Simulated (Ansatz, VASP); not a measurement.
Two plane-wave programs on Ti2Si

```
Ti Si
1.0
     4.40775    0.00000    0.00000
    -2.20387    3.81722    0.00000
     0.00000    0.00000    2.64470
Ti Si
2 1
Direct
  0.33333 0.66667 0.50000
  0.66667 0.33333 0.50000
  0.00000 0.00000 0.00000
```

Change from the starting cell: species swapped into the TbGa2 type (P6/mmm, No. 191).

Alike in both runs: functional PBE; k mesh 12 × 12 × 18; occupations gaussian, width 0.1 eV; no spin polarisation.

Ansatz relaxed the structure, and its values are those at the end. VASP's run is a single point on that final structure, the one shown.

```csv
,VASP,Ansatz
version,VASP 6.6.1,Ansatz 0.2.0
potentials or method,"VASP PAW PBE potentials, release 64 (Ti_sv, Si)","scalar-relativistic, plane waves, PAW"
plane-wave cutoff (eV),520,420
valence electrons in the cell,28,28
```

Ansatz gave:

| Property | Result |
| --- | --- |
| gap on the k mesh at the Fermi level (eV) | none |
| pressure (GPa) | 0.0 |

**Question.** Which values does VASP return?

**Answer.** gap on the k mesh at the Fermi level (eV): none; pressure (GPa): -0.1.

A gap of «none» marks a metal or a gap that the smearing closes. With one functional, cell and mesh, what is left measures potentials, basis and numerics.
